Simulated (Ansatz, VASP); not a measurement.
# AlGaN2: VASP beside Ansatz

Contents of INCAR:

```
PREC = Accurate
ENCUT = 520
EDIFF = 1E-7
ISMEAR = 0
SIGMA = 0.05
LREAL = False
LASPH = True
NELM = 100
ALGO = Normal
ISIF = 2
LWAVE = False
LCHARG = False
GGA = CA
NBANDS = 21
```

File KPOINTS:

```
Automatic mesh
0
Gamma
  8 8 6
```

POSCAR

```
AlGaN2
1.0
    3.2887057167      0.0000000000      0.0000000000
    0.0000000000      3.2887057167      0.0000000000
    0.0000000000      0.0000000000      3.9341345190
Al Ga N
1 1 2
Direct
    0.5000000000      0.5000000000      0.5000000000
    0.0000000000      0.0000000000      0.0000000000
    0.5000000000      0.0000000000      0.7400513254
    0.0000000000      0.5000000000      0.2599486746
```

Input for Ansatz:

```yaml
crystal:
  lattice:
    - [3.2887057167, 0.0, 0.0]
    - [0.0, 3.2887057167, 0.0]
    - [0.0, 0.0, 3.934134519]
  atoms:
    - { symbol: Al, position: [0.5, 0.5, 0.5] }
    - { symbol: Ga, position: [0.0, 0.0, 0.0] }
    - { symbol: "N", position: [0.5, 0.0, 0.7400513254] }
    - { symbol: "N", position: [0.0, 0.5, 0.2599486746] }
basis:
  ecutwfc: 420
kpoints:
  mp_grid: { grid: [8, 8, 6] }
hamiltonian:
  xc: lda
scf:
  occupations: { method: gaussian, width: 0.05 }
output:
  forces: true
  stress: true
  eigenvalues: true
```

Alike in both runs: task single point; functional LDA; k mesh 8 × 8 × 6; occupations gaussian, width 0.05 eV; no spin polarisation.

|  | VASP | Ansatz |
| --- | --- | --- |
| version | VASP 6.6.1 | Ansatz 0.2.0 |
| potentials or method | VASP PAW LDA potentials, release 64 (Al, Ga_d, N) | scalar-relativistic, plane waves, PAW |
| plane-wave cutoff (eV) | 520 | 420 |
| valence electrons in the cell | 26 | 26 |

|  | VASP | Ansatz | Ansatz less VASP |
| --- | --- | --- | --- |
| gap on the k mesh at the Fermi level (eV) | 2.82 | 2.81 | -0.013 |
| least direct gap on the mesh (eV) | 2.82 | 2.81 | -0.013 |
| pressure (GPa) | -1.6 | -2.5 | -0.86 |
| largest component of the traceless stress (GPa) | 9.50 | 9.63 | +0.136 |
| rms of the force components (eV/Å) | 0.120 | 0.109 | -0.0109 |

Atom by atom the forces differ by 0.011 eV/Å (rms over components).

A k mesh can miss the band edges. A hybrid or GW would open this gap; LDA tends to underestimate it.
